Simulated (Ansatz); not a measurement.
# Al2Cu: the cost of one run

Program: Ansatz 0.2.0. Level of theory: DFT LDA, scalar-relativistic, plane waves, PAW. These are calculated values, not measurements.

10 further runs of the same task are left out: 1 that didn't finish, 9 set aside as unsound or not needed.

**1. Starting point**

Symmetry: I4/mmm, No. 139, tetragonal system. Conventional cell: a = 4.061 Å, b = 4.061 Å, c = 5.702 Å, α = 90.00°, β = 90.00°, γ = 90.00°. Al (site symmetry -4m2) is surrounded by 4 Cu at 2.48 Å and 6 Al at 2.85 to 2.87 Å. Cu (site symmetry 4/mmm) is surrounded by 8 Al at 2.48 Å.

As a file:

```
Al Cu
1.0
    -2.03034    2.03034    2.85109
     2.03034   -2.03034    2.85109
     2.03034    2.03034   -2.85109
Al Cu
2 1
Direct
  0.75000 0.25000 0.50000
  0.25000 0.75000 0.50000
  0.50000 0.50000 0.00000
```

The structure comes from the Materials Project (structure only).

**5. The grid**

Gamma surface: rigid slide across a plane, one fault a cell; the plane is (−1 1 1) of the conventional cell, and the faces at the cut hold Al and Cu.

First coordinate, slide along a1: 9 values from 0.000 to 0.889, periodic. Second coordinate, slide along a2: 9 values from 0.000 to 0.889, periodic.

Nothing else is relaxed (rigid halves, spacing across the cut fixed). Energies count from the perfect crystal. Points are written as (first, second).

The two vectors of the plane (Å): (-2.005, 2.005, -2.835); (-4.009, 0.000, 0.000).

(The set-up runs are not shown.)

**6. Grid point (6/9, 4/9) of the map's two axes**

input.yaml

```yaml
crystal:
  lattice:
    - [-2.0046693342, 2.0046693342, -2.8351068707]
    - [-4.0093386685, 0.0, 0.0]
    - [-3.1183745199, 9.3551235597, 3.7801424942]
  atoms:
    - { symbol: Al, position: [-0.0833333333, -0.0555555556, 0.125] }
    - { symbol: Al, position: [0.3611111111, 0.462962963, 0.4583333333] }
    - { symbol: Al, position: [-0.1944444444, -0.0185185185, 0.7916666667] }
    - { symbol: Al, position: [0.0277777778, 0.2407407407, 0.9583333333] }
    - { symbol: Al, position: [0.1388888889, 0.2037037037, 0.2916666667] }
    - { symbol: Al, position: [-0.4166666667, -0.2777777778, 0.625] }
    - { symbol: Cu, position: [0.3055555556, 0.3148148148, 0.0416666667] }
    - { symbol: Cu, position: [-0.25, -0.1666666667, 0.375] }
    - { symbol: Cu, position: [0.1944444444, 0.3518518519, 0.7083333333] }
basis:
  ecutwfc: 520.0
kpoints:
  mp_grid: { grid: [11, 11, 4] }
hamiltonian:
  xc: lda
  pseudopotentials: { kind: paw, azcp: { folder: soft_1 } }
scf:
  occupations: { method: gaussian, width: 0.15 }
output:
  forces: true
  stress: true
  eigenvalues: true
```

Run with:

```bash
$ ansatz run input.yaml --threads 4 --pin off --max-ram 8192MiB --backend cpu --events-out ev --progress --plain --runs-dir out
```

**Question.** How long does this run take on 4 threads of Arm Neoverse V1, shared host, and how much memory does it need?

About 80 s, with a peak of 1.5 GiB.
